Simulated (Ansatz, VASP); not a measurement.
## Si2W: VASP beside Ansatz

```
Si W
1.0
     4.61685    0.00000    0.00000
    -2.30843    3.99831    0.00000
     0.00000    0.00000    6.65322
Si W
6 3
Direct
  0.83637 0.67275 0.50000
  0.16363 0.83637 0.83333
  0.67275 0.83637 0.16667
  0.16363 0.32725 0.50000
  0.83637 0.16363 0.83333
  0.32725 0.16363 0.16667
  0.00000 0.50000 0.16667
  0.50000 0.50000 0.83333
  0.50000 0.00000 0.50000
```

Measurements of this composition are mostly on another form, of space group No. 139.

Alike in both runs: task single point; functional PBEsol; k mesh 6 × 6 × 4; occupations gaussian, width 0.1 eV; no spin polarisation.

|  | VASP | Ansatz |
| --- | --- | --- |
| version | VASP 6.6.1 | Ansatz 0.2.0 |
| potentials or method | VASP PAW PBE potentials, release 64 (Si, W_sv) | scalar-relativistic, plane waves, PAW |
| plane-wave cutoff (eV) | 520 | 420 |
| valence electrons in the cell | 66 | 66 |

```tsv
	VASP	Ansatz	Ansatz less VASP
gap on the k mesh at the Fermi level (eV)	0.01	0.01	0.000
least direct gap on the mesh (eV)	0.63	0.63	-0.002
pressure (GPa)	-5.3	-5.6	-0.31
largest component of the traceless stress (GPa)	0.02	0.06	+0.039
rms of the force components (eV/Å)	0.016	0.017	+0.0010
```

Atom by atom the forces differ by 0.001 eV/Å (rms over components). With one functional, cell and mesh, what is left measures potentials, basis and numerics.

Caveats: the PAW data sets were made with another functional, which shifts forces and pressure a little (VASP); spin-orbit coupling is left out, which moves the levels of the heavy elements.
